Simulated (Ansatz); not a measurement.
# Si16H5Cl4O: the cost of one run

Program: Ansatz 0.2.0. Level of theory: DFT PBE+D3(BJ), scalar-relativistic, plane waves, PAW. These are calculated values, not measurements.

1 further run of the same task is left out (set aside as unsound or not needed).

**1. The system as given**

The structure is trigonal, space group P3m1 (No. 156). Conventional cell: a = 3.834 Å, b = 3.834 Å, c = 23.427 Å, α = 90.00°, β = 90.00°, γ = 120.00°. Around Si (site symmetry 3m) lie 1 H at 1.50 Å. Si (site symmetry 3m) is surrounded by 4 Si at 2.35 Å. Si (site symmetry 3m) has 4 Si at 2.34 to 2.35 Å as nearest neighbours. Around Si (site symmetry 3m) lie 1 Cl at 2.07 Å and 3 Si at 2.34 Å. Around H (site symmetry 3m) lie 1 Si at 1.50 Å. Around Cl (site symmetry 3m) lie 1 Si at 2.07 Å.

Structure file:

```
Si H Cl
1.0
     7.66719    0.00000    0.00000
    -3.83359    6.63998    0.00000
     0.00000    0.00000   23.42715
Si H Cl
16 4 4
Direct
  0.66667 0.33333 0.40295
  0.66667 0.83333 0.40295
  0.16667 0.33333 0.40295
  0.16667 0.83333 0.40295
  0.50000 0.50000 0.43635
  0.50000 0.00000 0.43635
  0.00000 0.50000 0.43635
  0.00000 0.00000 0.43635
  0.00000 0.50000 0.53649
  0.00000 0.00000 0.53649
  0.50000 0.50000 0.53649
  0.50000 0.00000 0.53649
  0.83333 0.66667 0.56948
  0.83333 0.16667 0.56948
  0.33333 0.66667 0.56948
  0.33333 0.16667 0.56948
  0.66667 0.33333 0.33884
  0.66667 0.83333 0.33884
  0.16667 0.33333 0.33884
  0.16667 0.83333 0.33884
  0.83333 0.66667 0.65789
  0.83333 0.16667 0.65789
  0.33333 0.66667 0.65789
  0.33333 0.16667 0.65789
```

Miller indices refer to the conventional cell of the relaxed bulk, Fd-3m (No. 227): a = 5.422 Å, b = 5.422 Å, c = 5.422 Å, α = 90.00°, β = 90.00°, γ = 90.00°.

It is a (111) slab, 3.9 Å thick as cut, with 16 Å of vacuum, in a 2×2 surface cell; its outer planes are Si (top) and Si (bottom). An earlier relaxation, lower half held, gave -14563.9628 eV, gap on the mesh 1.24 eV, ionisation potential 5.78 eV (top face), 4.70 eV (bottom face), electron affinity 4.54 eV (top face), 3.46 eV (bottom face), dipole along +c -0.304 e·Å per cell.

**2. OH, anchor, over a top (Cl) site**

input.yaml

```yaml
crystal:
  lattice:
    - [7.6671877233, 0.0, 0.0]
    - [-3.8335938617, 6.639979344, 0.0]
    - [0.0, 0.0, 26.3071453509]
  atoms:
    - { symbol: Si, position: [0.6666666667, 0.3333333333, 0.3588378699] }
    - { symbol: Si, position: [0.6666666667, 0.8333333333, 0.3588378699] }
    - { symbol: Si, position: [0.1666666667, 0.3333333333, 0.3588378699] }
    - { symbol: Si, position: [0.1666666667, 0.8333333333, 0.3588378699] }
    - { symbol: Si, position: [0.5, 0.5, 0.3885837453] }
    - { symbol: Si, position: [0.5, 0.0, 0.3885837453] }
    - { symbol: Si, position: [0.0, 0.5, 0.3885837453] }
    - { symbol: Si, position: [0.0, 0.0, 0.3885837453] }
    - { symbol: Si, position: [0.0, 0.5, 0.4777573327] }
    - { symbol: Si, position: [0.0, 0.0, 0.4777573327] }
    - { symbol: Si, position: [0.5, 0.5, 0.4777573327] }
    - { symbol: Si, position: [0.5, 0.0, 0.4777573327] }
    - { symbol: Si, position: [0.8333333333, 0.6666666667, 0.5071321888] }
    - { symbol: Si, position: [0.8333333333, 0.1666666667, 0.5071321888] }
    - { symbol: Si, position: [0.3333333333, 0.6666666667, 0.5071321888] }
    - { symbol: Si, position: [0.3333333333, 0.1666666667, 0.5071321888] }
    - { symbol: H, position: [0.6666666667, 0.3333333333, 0.3017480545] }
    - { symbol: H, position: [0.6666666667, 0.8333333333, 0.3017480545] }
    - { symbol: H, position: [0.1666666667, 0.3333333333, 0.3017480545] }
    - { symbol: H, position: [0.1666666667, 0.8333333333, 0.3017480545] }
    - { symbol: Cl, position: [0.8333333333, 0.6666666667, 0.5858634729] }
    - { symbol: Cl, position: [0.8333333333, 0.1666666667, 0.5858634729] }
    - { symbol: Cl, position: [0.3333333333, 0.6666666667, 0.5858634729] }
    - { symbol: Cl, position: [0.3333333333, 0.1666666667, 0.5858634729] }
    - { symbol: O, position: [0.8333333333, 0.6666666667, 0.6649294443], spin: 1.0 }
    - { symbol: H, position: [0.7949981486, 0.6072553489, 0.6983804321] }
basis:
  ecutwfc: 420
kpoints:
  mp_grid: { grid: [3, 3, 1] }
hamiltonian:
  xc: pbe
  dispersion: d3bj
scf:
  occupations: { method: gaussian, width: 0.05 }
output:
  forces: true
  eigenvalues: true
  populations: true
magnetization:
  spin_polarized: true
relax:
  adjacent_minimum: "off"
  f_tol: 0.04
  max_steps: 100
  constraints: [{ sites: [0, 1, 2, 3, 4, 5, 6, 7] }]
efield:
  axis: 3
  dipole_correction: true
  ramp_width: 0.04
```

On the command line:

```bash
ansatz run input.yaml --threads 4 --pin off --max-ram 10240MiB --backend cpu --events-out ev --progress --plain --runs-dir out
```

Q: Estimate wall time and peak memory on 4 threads of Intel Xeon Platinum 8488C (Sapphire Rapids), shared host.

About 15 min, with a peak of 3.1 GiB.
